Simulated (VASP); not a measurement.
The system is MoS2.

```
Mo S
1.0
     3.14799   -1.92978    0.00000
     3.14799    1.92978    0.00000
    -0.00310    0.00000    4.43933
Mo S
1 2
Direct
  0.00000 0.00000 0.00000
  0.68790 0.68790 0.28890
  0.31210 0.31210 0.71110
```

The cell comes from a database or a generator and needn't be the stable form of this composition.

Program: VASP 6.6.1. Alike in all runs: task single point; potentials or basis VASP PAW PBE potentials, release 64 (Mo_sv, S); cell as given; k mesh 6 × 6 × 4; cutoff (eV) 520; smearing gaussian 0.05 eV.

Order these runs on this cell by their pressure, lowest first.
A. level PBE+U; spin collinear, zero start; U Mo d U = 2 eV
B. level PBE+U; spin collinear, ferromagnetic start; U Mo d U = 3 eV
C. level PBEsol+U; spin off; U Mo d U = 2 eV

C (-7.3 GPa), A (-2.4 GPa), B (6.2 GPa).

Caveats: the PAW data sets were made with another functional, which shifts forces and pressure a little (some runs); U without spin polarisation on a metal has little footing (some runs).

Not every run made on this cell is shown here.
